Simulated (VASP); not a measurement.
Input of a VASP 6.6.1 run:

INCAR

```
PREC = Accurate
ENCUT = 520
EDIFF = 1E-6
ISMEAR = 0
SIGMA = 0.05
LREAL = F
LASPH = T
NELM = 80
ALGO = Normal
ISIF = 2
LWAVE = F
LCHARG = F
GGA = PE
NBANDS = 15
```

Contents of KPOINTS:

```
Automatic mesh
0
Gamma
  7 7 7
```

File POSCAR:

```
BaS
1.0
    0.0000000000      3.1937500000      3.1937500000
    3.1937500000      0.0000000000      3.1937500000
    3.1937500000      3.1937500000      0.0000000000
Ba S
1 1
Direct
    0.0000000000      0.0000000000      0.0000000000
    0.5000000000      0.5000000000      0.5000000000
```

Potentials or basis: VASP PAW PBE potentials, release 64 (Ba_sv, S).

Command:

```console
$ cat potpaw_PBE.64/Ba_sv/POTCAR potpaw_PBE.64/S/POTCAR > POTCAR
$ mpirun -np 1 vasp_std > vasp.out
```

(1) What does it give for the band gap on the k mesh?

(2) Predict the pressure.

## Answers

(1) 2.17 eV, indirect (least direct gap 2.31 eV).

(2) 1.4 GPa.

Caveat: spin-orbit coupling is left out, which moves the levels of the heavy elements.

**Experimental background.**

From a printed reference work, monograph, original work of 1988, for a bulk crystal of BaS at 2 K: band gap 3.806 eV (indirect).

Against the measured gap of BaS, 3.806 eV (indirect; 2 K; a printed reference work, monograph, original work of 1988), the calculated 2.17 eV is off by -1.64 eV. Spin-orbit coupling on Ba is left out. The value is that of PBE on a finite k mesh, which can miss the band edges, without temperature or zero-point motion. Semilocal functionals fall short of measured gaps as a rule.
